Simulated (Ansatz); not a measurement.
**BaS: band gap under strain**

How does strain move the band edges of BaS built on the rocksalt prototype, and do the functionals agree on it? States: no strain; +1.0 % biaxial strain in x and y, free along z; +5.0 % biaxial strain in x and y, free along z.

The runs shown are made with Ansatz 0.2.0. PAW datasets, plane waves. Computed at 0 K without zero-point motion; spin polarisation is off.

## (1) The system as given

The unstrained cell was relaxed with r2SCAN; in each strained cell the atoms were relaxed again with r2SCAN. Names of k-points are those of the unstrained zone, where strain can split equivalent points. First state: no strain.

Space group Fm-3m (No. 225), cubic; conventional cell a = 6.424 Å, 33.13 Å³ an atom. Near Ba stand 6 S at 3.21 Å; near S stand 6 Ba at 3.21 Å.

Structure file:

```
CELL_PARAMETERS angstrom
0.00000 3.21180 3.21180
3.21180 0.00000 3.21180
3.21180 3.21180 0.00000
ATOMIC_POSITIONS crystal
Ba 0.00000 0.00000 0.00000
S 0.50000 0.50000 0.50000
```

## (2) No strain: PBE

input.yaml

```yaml
crystal:
  lattice:
    - [0.0, 3.2117958731, 3.2117958731]
    - [3.2117958731, 0.0, 3.2117958731]
    - [3.2117958731, 3.2117958731, 0.0]
  atoms:
    - { symbol: Ba, position: [0.0, 0.0, 0.0] }
    - { symbol: S, position: [0.5, 0.5, 0.5] }
kpoints:
  mp_grid: { grid: [8, 8, 8] }
  band_path:
    path:
      - [0.0, 0.0, 0.0]
      - [0.5, 0.0, 0.5]
      - [0.625, 0.25, 0.625]
      - [0.375, 0.375, 0.75]
      - [0.5, 0.5, 0.5]
      - [0.5, 0.25, 0.75]
      - [0.0, 0.5, 0.5]
    npoints: 1
hamiltonian:
  xc: pbe
scf:
  occupations: { method: fermi_dirac, width: 0.02 }
  n_extra_bands: 4
output:
  forces: true
  stress: true
  eigenvalues: true
  write_density: true
  write_potential: true
  elf: true
  volumetric_format: npy
```

Command:

```
$ ansatz run input.yaml --threads 2 --pin off --max-ram 2211MiB --backend cpu --events-out ev --progress --plain --runs-dir out
```

After this run come: No strain: r2SCAN; No strain: HSE06; No strain: G0W0@PBE; +1.0 % biaxial strain in x and y, free along z: PBE; +1.0 % biaxial strain in x and y, free along z: r2SCAN; +1.0 % biaxial strain in x and y, free along z: HSE06; +1.0 % biaxial strain in x and y, free along z: G0W0@PBE; +5.0 % biaxial strain in x and y, free along z: PBE; +5.0 % biaxial strain in x and y, free along z: r2SCAN; +5.0 % biaxial strain in x and y, free along z: HSE06; +5.0 % biaxial strain in x and y, free along z: G0W0@PBE.

Q: Predict the outcome of this session.

The runs gave:

Least gap in eV (negative: overlap), with the change from the unstrained cell in brackets. G0W0 is on its own coarse mesh.

| state | volume change (%) | PBE | r2SCAN | HSE06 | G0W0 |
| --- | --- | --- | --- | --- | --- |
| no strain | +0.0 | 2.23 | 2.58 | 3.14 | 3.47 |
| +1.0 % biaxial strain in x and y, free along z | +1.7 | 2.22 (-0.01) | 2.57 (-0.01) | 3.13 (-0.01) | 3.47 (+0.00) |
| +5.0 % biaxial strain in x and y, free along z | +8.4 | 2.19 (-0.04) | 2.52 (-0.06) | 3.10 (-0.04) | 3.44 (-0.03) |

What this shows: With HSE06, of the states in the table +5.0 % biaxial strain in x and y, free along z shifts the gap most, by -0.039 eV. PBE and HSE06 differ by 0.91 eV on the unstrained gap, and by at most 0.00 eV on its change. Spin-orbit coupling is left out of the table, though the cell holds Ba (Z = 56). G0W0 values are finite-basis, finite-mesh values.
